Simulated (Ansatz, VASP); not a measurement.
Si: VASP beside Ansatz

```
Si
1.0
     4.42666    0.00000    0.00000
    -2.21333    3.83360    0.00000
     0.00000    0.00000    3.15100
Si
4
Direct
  0.39108 0.00000 0.00000
  0.00000 0.39108 0.00000
  0.60892 0.60892 0.00000
  0.00000 0.00000 0.50000
```

Alike in both runs: task single point; functional PBE; k mesh 6 × 6 × 6; occupations gaussian, width 0.1 eV; no spin polarisation.

|  | VASP | Ansatz |
| --- | --- | --- |
| version | VASP 6.6.1 | Ansatz 0.2.0 |
| potentials or method | VASP PAW PBE potentials, release 64 (Si) | scalar-relativistic, plane waves, PAW |
| plane-wave cutoff (eV) | 520 | 420 |
| valence electrons in the cell | 16 | 16 |

|  | VASP | Ansatz | Ansatz less VASP |
| --- | --- | --- | --- |
| gap on the k mesh at the Fermi level (eV) | none | none | - |
| rms of the force components (eV/Å) | 0.052 | 0.055 | +0.0028 |

Atom by atom the forces differ by 0.003 eV/Å (rms over components). A gap of «none» marks a metal or a gap that the smearing closes. The functional is the same, so the differences come from potentials, cutoffs and numerics.
